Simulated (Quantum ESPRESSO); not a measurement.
**BaTiO3 under changes of volume**

One of the cells (12.858 Å³/atom); the others are scaled copies at fixed shape and fractional positions:

```xyz
5
Lattice="4.0060 0.0000 0.0000 0.0000 4.0060 0.0000 0.0000 0.0000 4.0060" Properties=species:S:1:pos:R:3 pbc="T T T"
Ba    2.0030    2.0030    2.0030
Ti    0.0000    0.0000    0.0000
O     0.0000    0.0000    2.0030
O     0.0000    2.0030    0.0000
O     2.0030    0.0000    0.0000
```

* Program: Quantum ESPRESSO 7.5
* Functional: PBEsol
* Potentials or basis: GBRV 1.5 PBEsol
* Cutoff: 612 eV
* Density cutoff: 4898 eV
* k mesh: 7 × 7 × 7
* Occupations: fermi-dirac, width 0.05 eV
* Spin: no spin polarisation

```tsv
volume (Å³/atom)	energy over the lowest point (meV/atom)	pressure (GPa)	gap on the mesh (eV)
12.086	12.74	8.1	1.92
12.343	3.07	3.8	1.89
12.601	0.00	-0.1	1.85
12.858	2.86	-3.6	1.81
13.115	10.98	-6.7	1.77
13.372	?	?	?
13.629	40.84	-11.9	1.68
```

Question: What does the run at 13.372 Å³/atom give?

Answer: Energy over the lowest point 23.80 meV/atom; pressure -9.5 GPa; gap on the mesh 1.73 eV.

Worked out: A Birch-Murnaghan fit of order 3 (a polynomial in V^(-2/3)) to the other rows has its minimum at 12.60 Å³/atom with B0 = V·E''(V) = 180 GPa and B' = 4.5. It gives 23.81 meV/atom at 13.372 Å³/atom, against the run's 23.80, and -dE/dV = -9.4 GPa, against -9.5. A parabola through the other rows of the gap, of slope -2.34 eV per unit of ln V there, gives 1.73 eV, against the run's 1.73.

Energies are extrapolated to zero smearing.

Caveats: spin-orbit coupling is left out, which moves the levels of the heavy elements; an odd mesh through Γ misses points on the zone boundary, where band edges often lie.
